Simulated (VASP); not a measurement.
# NaH (Fm-3m) in VASP: notebook

One crystal, NaH, is run at these levels: PBE; tasks: single point.

All numbers are computed with VASP 6.6.1; they aren't measurements. Logs are shortened: lines on timing, memory, paths and dates and some standing lists are left out, and cuts for length are marked.

### 1 Starting point

The structure is cubic, space group Fm-3m (No. 225). Conventional cell: a = 4.880 Å, b = 4.880 Å, c = 4.880 Å, α = 90.00°, β = 90.00°, γ = 90.00°. Around Na (site symmetry m-3m) lie 6 H at 2.44 Å. H (site symmetry m-3m) has 6 Na at 2.44 Å as nearest neighbours.

### 2 Single point, PBE

Contents of INCAR:

```
SYSTEM = NaH
PREC = Accurate
ENCUT = 450
EDIFF = 1E-6
ISMEAR = 0
SIGMA = 0.05
LREAL = .False.
LASPH = .True.
NELM = 100
ALGO = Normal
ISIF = 2
LWAVE = .False.
LCHARG = .False.
GGA = PE
NBANDS = 11
ADDGRID = .False.
```

Contents of KPOINTS:

```
Automatic mesh
0
Gamma
  6 6 6
  0 0 0
```

Contents of POSCAR:

```
NaH
1.0
    0.0000000000      2.4400000000      2.4400000000
    2.4400000000      0.0000000000      2.4400000000
    2.4400000000      2.4400000000      0.0000000000
Na H
1 1
Direct
    0.0000000000      0.0000000000      0.0000000000
    0.5000000000      0.5000000000      0.5000000000
```

Potentials or basis: VASP PAW PBE potentials, release 64 (Na_pv, H).

On the command line:

```
$ cat potpaw_PBE.64/Na_pv/POTCAR potpaw_PBE.64/H/POTCAR > POTCAR
$ mpirun -np 1 vasp_std > vasp.out
```

OUTCAR:

```text
SYSTEM = NaH
   PREC = Accurate
   ENCUT = 450
   EDIFF = 1E-6
   ISMEAR = 0
   LREAL = .False.
   LASPH = .True.
   NELM = 100
   ISIF = 2
   GGA = PE

 Found     16 irreducible k-points:

 Following reciprocal coordinates:
            Coordinates               Weight
  0.000000  0.000000  0.000000      1.000000
  0.166667  0.000000  0.000000      8.000000
  0.333333  0.000000  0.000000      8.000000
  0.500000  0.000000  0.000000      4.000000
  0.166667  0.166667  0.000000      6.000000
  0.333333  0.166667  0.000000     24.000000
   k-points           NKPTS =     16   k-points in BZ     NKDIM =     16   number of bands    NBANDS=     11
   number of dos      NEDOS =    301   number of ions     NIONS =      2
   total plane-waves  NPLWV =  13824
   dimension x,y,z NGX =    24 NGY =   24 NGZ =   24
   dimension x,y,z NGXF=    48 NGYF=   48 NGZF=   48
   ions per type =               1   1
   NGX,Y,Z   is equivalent  to a cutoff of  11.56, 11.56, 11.56 a.u.
   NGXF,Y,Z  is equivalent  to a cutoff of  23.13, 23.13, 23.13 a.u.
 SYSTEM =  NaH
   PREC   = accura    normal or accurate (medium, high low for compatibility)
   ISTART =      0    job   : 0-new  1-cont  2-samecut
   ICHARG =      2    charge: 1-file 2-atom 10-const
   ISPIN  =      1    spin polarized calculation?
   LNONCOLLINEAR =      F non collinear calculations
   LSORBIT =      F    spin-orbit coupling
   LASPH  =      T    aspherical Exc in radial PAW
   ENCUT  =  450.0 eV  33.07 Ry    5.75 a.u.   5.97  5.97  5.97*2*pi/ulx,y,z
   NELM   =    100;   NELMIN=  2; NELMDL= -5     # of ELM steps
   EDIFF  = 0.1E-05   stopping-criterion for ELM
   LREAL  =      F    real-space projection
   EDIFFG = 0.1E-04   stopping-criterion for IOM
   NSW    =      0    number of steps for IOM
   IBRION =     -1    ionic relax: 0-MD 1-quasi-New 2-CG
   NFREE  =      0    steps in history (QN), initial steepest desc. (CG)
   ISIF   =      2    stress and relaxation
   ISYM   =      2    0-nonsym 1-usesym 2-fastsym
   POTIM  = 0.5000    time-step for ionic-motion
   TEBEG  =    0.0;   TEEND  =   0.0 temperature during run
   PSTRESS=    0.0 pullay stress
   NELECT =       8.0000    total number of electrons
   NUPDOWN=      -1.0000    fix difference up-down
   EMIN   =  10.00;   EMAX   =-10.00  energy-range for DOS
   EFERMI =   0.00;   METHOD = LEGACY
   ISMEAR =     0;   SIGMA  =   0.05  broadening in eV -4-tet -1-fermi 0-gaus
   EFERMI_NEDOS =   21; number of points for ismear=-14 and -15
   IALGO  =     38    algorithm
   IMIX   =      4    mixing-type and parameters
     AMIX     =   0.40;   BMIX     =  1.00
     AMIX_MAG =   1.60;   BMIX_MAG =  1.00
  volume/ion in A,a.u.               =      14.53        98.03
  Fermi-wavevector in a.u.,A,eV,Ry     =   1.065054  2.012660 15.433636  1.134340
  Thomas-Fermi vector in A             =   2.200593
   LORBIT       =      0    0 simple, 1 ext, 2 COOP (PROOUT), +10 PAW based schemes
   GGA     = PE    functional components
   LHFCALC =     F    Hartree Fock is set to
   AEXX    =    0.0000 exact exchange contribution
   IVDW    =     0    specifies the selected vdW correction
   LEPSILON=     F    determine dielectric tensor
   LRPA    =     F    only Hartree local field effects (RPA)
 non-spin polarized calculation
 Gauss-broadening in eV      SIGMA  =   0.05
  energy-cutoff  :      450.00
  volume of cell :       29.05
 maximum number of plane-waves:       641
   NGX = 11   NGY = 11   NGZ = 11

 number of electron       7.9999989 magnetization

 Free energy of the ion-electron system (eV)
  ---------------------------------------------------
  ext. energy  EPLUGINS =         0.00000000
  ---------------------------------------------------
  free energy    TOTEN  =        -5.08518522 eV

  energy without entropy =       -5.08518522  energy(sigma->0) =       -5.08518522

 E-fermi :  -0.9422     XC(G=0):  -7.6733

 val. band max:       -1.2486900435   @ k =  -0.3333   0.5000   0.1667
 cond. band min:       2.5054193712   @ k =   0.5000   0.0000   0.0000
 fundamental gap:      3.7541094147
 Fermi energy:        -0.9422388996

 k-point     1 :       0.0000    0.0000    0.0000
  band No.  band energies     occupation
      1     -23.3591      2.00000
      2     -23.3591      2.00000
      3     -23.3591      2.00000
      4      -4.7409      2.00000
      5       8.9593      0.00000
      6      14.1781      0.00000
      7      14.1781      0.00000
      8      14.1782      0.00000
      9      14.9681      0.00000
     10      14.9681      0.00000
     11      14.9681      0.00000

 k-point     2 :       0.1667    0.0000    0.0000
  band No.  band energies     occupation
      1     -23.3805      2.00000
      2     -23.3618      2.00000
      3     -23.3617      2.00000
      4      -4.2798      2.00000
      5       7.4707      0.00000
      6      10.9410      0.00000
      7      13.0678      0.00000
      8      13.0678      0.00000
      9      16.2303      0.00000
     10      16.2303      0.00000
     11      16.5037      0.00000

 k-point     3 :       0.3333    0.0000    0.0000
  band No.  band energies     occupation
      1     -23.4228      2.00000
      2     -23.3668      2.00000
      3     -23.3668      2.00000
      4      -3.0481      2.00000
      5       4.2885      0.00000
      6       9.6756      0.00000
      7      12.2569      0.00000
      8      12.2569      0.00000
      9      15.3793      0.00000
     10      15.3793      0.00000
     11      17.5155      0.00000

 k-point     4 :       0.5000    0.0000    0.0000
  band No.  band energies     occupation
      1     -23.4437      2.00000
      2     -23.3695      2.00000
      3     -23.3695      2.00000
      4      -2.0459      2.00000
      5       2.5054      0.00000
      6       9.3762      0.00000
      7      11.9978      0.00000
      8      11.9978      0.00000
      9      14.8531      0.00000
     10      14.8531      0.00000
     11      17.3316      0.00000

 k-point     5 :       0.1667    0.1667    0.0000
  band No.  band energies     occupation
      1     -23.3797      2.00000
      2     -23.3664      2.00000
      3     -23.3664      2.00000
      4      -4.1323      2.00000
      5       7.4267      0.00000
      6      11.4699      0.00000
      7      11.5689      0.00000
      8      11.5689      0.00000
      9      15.0255      0.00000
     10      16.9343      0.00000
     11      18.8912      0.00000

 k-point     6 :       0.3333    0.1667    0.0000
  band No.  band energies     occupation
      1     -23.4102      2.00000
      2     -23.3727      2.00000
      3     -23.3725      2.00000
      4      -3.1665      2.00000
      5       5.3555      0.00000
      6       8.5822      0.00000
      7      10.8009      0.00000
      8      12.5848      0.00000
      9      14.3654      0.00000
     10      17.0102      0.00000
     11      18.3838      0.00000

 [... further k-points ...]

------------------------ aborting loop because EDIFF is reached ----------------------------------------

  FORCE on cell =-STRESS in cart. coord.  units (eV):
  Direction    XX          YY          ZZ          XY          YZ          ZX
  --------------------------------------------------------------------------------------
  -------------------------------------------------------------------------------------
  Total       -0.1629679     -0.1629679     -0.1629679     -0.0000000      0.0000000      0.0000000
  in kB       -8.9869663     -8.9869663     -8.9869663     -0.0000000      0.0000000      0.0000000
  external PRESSURE =      -8.9869663 kB  Pullay stress =       0.0000000 kB

 VOLUME and BASIS-vectors are now :
 -----------------------------------------------------------------------------
  energy-cutoff  :      450.00
  volume of cell :       29.05
      direct lattice vectors                 reciprocal lattice vectors
     0.000000000  2.440000000  2.440000000    -0.204918033  0.204918033  0.204918033
     2.440000000  0.000000000  2.440000000     0.204918033 -0.204918033  0.204918033
     2.440000000  2.440000000  0.000000000     0.204918033  0.204918033 -0.204918033

 POSITION                                       TOTAL-FORCE (eV/Angst)
 -----------------------------------------------------------------------------------
      0.00000      0.00000      0.00000         0.000000      0.000000      0.000000
      2.44000      2.44000      2.44000         0.000000      0.000000     -0.000000
 -----------------------------------------------------------------------------------
    total drift:                                0.000000     -0.000000     -0.000000

  FREE ENERGIE OF THE ION-ELECTRON SYSTEM (eV)
  ---------------------------------------------------
  free  energy   TOTEN  =        -5.0851852152 eV

  energy  without entropy=       -5.0851852152  energy(sigma->0) =       -5.08518522
```

It took 3.4 s on 1 thread of Intel Xeon Platinum 8259CL at 2.50GHz (Skylake/Cascade Lake), shared host; peak memory 0.12 GiB.

The run converged, but some of its settings lie outside the range that counts as converged, so its numbers aren't taken as properties of the crystal.

Results:

```yaml
Free_energy: -5.0852 eV
Pressure: -0.9 GPa
Band_gap_on_the_k_mesh: 3.75 eV, indirect (least direct gap 4.55 eV)
```

### 3 Single point, PBE

INCAR is that of step 2.

KPOINTS is that of step 2.

Contents of POSCAR:

```
NaH
1.0
    0.0000000000      2.4400000000      2.4400000000
    2.4400000000      0.0000000000      2.4400000000
    2.4400000000      2.4400000000      0.0000000000
Na H
1 1
Direct
   -0.0187210000      0.0228060000      0.0160610000
    0.4668300000      0.5164870000      0.5214060000
```

Potentials or basis: VASP PAW PBE potentials, release 64 (Na_pv, H).

On the command line:

```
$ cat potpaw_PBE.64/Na_pv/POTCAR potpaw_PBE.64/H/POTCAR > POTCAR
$ mpirun -np 1 vasp_std > vasp.out
```

Wall time 14 s (1 thread of Intel Xeon Platinum 8259CL at 2.50GHz (Skylake/Cascade Lake), shared host); peak memory 0.14 GiB.

These settings aren't checked as converged: the numbers below hold their error.

Results:

```
Free energy            : -5.0840 eV
Pressure               : -0.9 GPa
Largest force          : 0.043 eV/Å
Band gap on the k mesh : 3.75 eV, indirect (least direct gap 4.55 eV)
```

### 4 Single point, PBE

Edit INCAR of step 3 so:

```diff
@@ -2,3 +2,3 @@
 PREC = Accurate
-ENCUT = 450
+ENCUT = 350
 EDIFF = 1E-6
```

Contents of KPOINTS:

```
Automatic mesh
0
Gamma
  7 7 7
  0 0 0
```

Contents of POSCAR:

```
NaH
1.0
    0.0000000000      2.4400000000      2.4400000000
    2.4400000000      0.0000000000      2.4400000000
    2.4400000000      2.4400000000      0.0000000000
Na H
1 1
Direct
    0.0000000000      0.0000000000      0.0000000000
    0.5000000000      0.5000000000      0.5000000000
```

Potentials or basis: VASP PAW PBE potentials, release 64 (Na_pv, H).

On the command line:

```
$ cat potpaw_PBE.64/Na_pv/POTCAR potpaw_PBE.64/H/POTCAR > POTCAR
$ mpirun -np 1 vasp_std > vasp.out
```

OUTCAR:

```text
SYSTEM = NaH
   PREC = Accurate
   ENCUT = 350
   EDIFF = 1E-6
   ISMEAR = 0
   LREAL = .False.
   LASPH = .True.
   NELM = 100
   ISIF = 2
   GGA = PE

 Found     20 irreducible k-points:

 Following reciprocal coordinates:
            Coordinates               Weight
  0.000000  0.000000  0.000000      1.000000
  0.142857  0.000000  0.000000      8.000000
  0.285714  0.000000  0.000000      8.000000
  0.428571  0.000000  0.000000      8.000000
  0.142857  0.142857  0.000000      6.000000
  0.285714  0.142857  0.000000     24.000000
   k-points           NKPTS =     20   k-points in BZ     NKDIM =     20   number of bands    NBANDS=     11
   number of dos      NEDOS =    301   number of ions     NIONS =      2
   total plane-waves  NPLWV =  13824
   dimension x,y,z NGX =    24 NGY =   24 NGZ =   24
   dimension x,y,z NGXF=    48 NGYF=   48 NGZF=   48
   ions per type =               1   1
   NGX,Y,Z   is equivalent  to a cutoff of  11.56, 11.56, 11.56 a.u.
   NGXF,Y,Z  is equivalent  to a cutoff of  23.13, 23.13, 23.13 a.u.
 SYSTEM =  NaH
   PREC   = accura    normal or accurate (medium, high low for compatibility)
   ISTART =      0    job   : 0-new  1-cont  2-samecut
   ICHARG =      2    charge: 1-file 2-atom 10-const
   ISPIN  =      1    spin polarized calculation?
   LNONCOLLINEAR =      F non collinear calculations
   LSORBIT =      F    spin-orbit coupling
   LASPH  =      T    aspherical Exc in radial PAW
[... 69 lines left out ...]
      9      14.9699      0.00000
     10      14.9699      0.00000
     11      14.9699      0.00000
[... 57 lines left out ...]
 k-point     6 :       0.2857    0.1429    0.0000
  band No.  band energies     occupation
      1     -23.3899      2.00000
      2     -23.3590      2.00000
      3     -23.3581      2.00000
      4      -3.5493      2.00000
      5       6.0341      0.00000
      6       9.2218      0.00000
      7      11.1296      0.00000
      8      13.0952      0.00000
      9      14.3426      0.00000
     10      16.7608      0.00000
     11      18.3505      0.00000

 [... further k-points ...]

------------------------ aborting loop because EDIFF is reached ----------------------------------------

  FORCE on cell =-STRESS in cart. coord.  units (eV):
  Direction    XX          YY          ZZ          XY          YZ          ZX
  --------------------------------------------------------------------------------------
  -------------------------------------------------------------------------------------
  Total       -0.2171653     -0.2171653     -0.2171653      0.0000000     -0.0000000      0.0000000
  in kB      -11.9757193    -11.9757193    -11.9757193      0.0000000     -0.0000000      0.0000000
  external PRESSURE =     -11.9757193 kB  Pullay stress =       0.0000000 kB

 VOLUME and BASIS-vectors are now :
 -----------------------------------------------------------------------------
  energy-cutoff  :      350.00
  volume of cell :       29.05
      direct lattice vectors                 reciprocal lattice vectors
     0.000000000  2.440000000  2.440000000    -0.204918033  0.204918033  0.204918033
     2.440000000  0.000000000  2.440000000     0.204918033 -0.204918033  0.204918033
     2.440000000  2.440000000  0.000000000     0.204918033  0.204918033 -0.204918033

 POSITION                                       TOTAL-FORCE (eV/Angst)
 -----------------------------------------------------------------------------------
      0.00000      0.00000      0.00000        -0.000000     -0.000000     -0.000000
      2.44000      2.44000      2.44000         0.000000      0.000000      0.000000
 -----------------------------------------------------------------------------------
    total drift:                                0.000000     -0.000000     -0.000000

  FREE ENERGIE OF THE ION-ELECTRON SYSTEM (eV)
  ---------------------------------------------------
  free  energy   TOTEN  =        -5.0820116730 eV

  energy  without entropy=       -5.0820116730  energy(sigma->0) =       -5.08201167
```

It took 3.6 s on 1 thread of Intel Xeon Platinum 8259CL at 2.50GHz (Skylake/Cascade Lake), shared host; peak memory 0.12 GiB.

The run converged, but some of its settings lie outside the range that counts as converged, so its numbers aren't taken as properties of the crystal.

What came out:

| Quantity | Value |
| --- | --- |
| Free energy | -5.0820 eV |
| Pressure | -1.2 GPa |
| Band gap on the k mesh | 4.17 eV, indirect (least direct gap 4.79 eV) |

Caveat: an odd mesh through Γ misses points on the zone boundary, where band edges often lie.

### 5 Single point, PBE

INCAR is that of step 4.

KPOINTS is that of step 4.

Contents of POSCAR:

```
NaH
1.0
    0.0000000000      2.4400000000      2.4400000000
    2.4400000000      0.0000000000      2.4400000000
    2.4400000000      2.4400000000      0.0000000000
Na H
1 1
Direct
   -0.0187210000      0.0228060000      0.0160610000
    0.4668300000      0.5164870000      0.5214060000
```

On the command line:

```
$ cat potpaw_PBE.64/Na_pv/POTCAR potpaw_PBE.64/H/POTCAR > POTCAR
$ mpirun -np 1 vasp_std > vasp.out
```

Wall time 18 s (1 thread of Intel Xeon Platinum 8259CL at 2.50GHz (Skylake/Cascade Lake), shared host); peak memory 0.15 GiB.

These settings aren't checked as converged: the numbers below hold their error.

What came out:

| Quantity | Value |
| --- | --- |
| Free energy | -5.0808 eV |
| Pressure | -1.2 GPa |
| Largest force | 0.044 eV/Å |
| Band gap on the k mesh | 4.17 eV, indirect (least direct gap 4.79 eV) |

Caveat: an odd mesh through Γ misses points on the zone boundary, where band edges often lie.
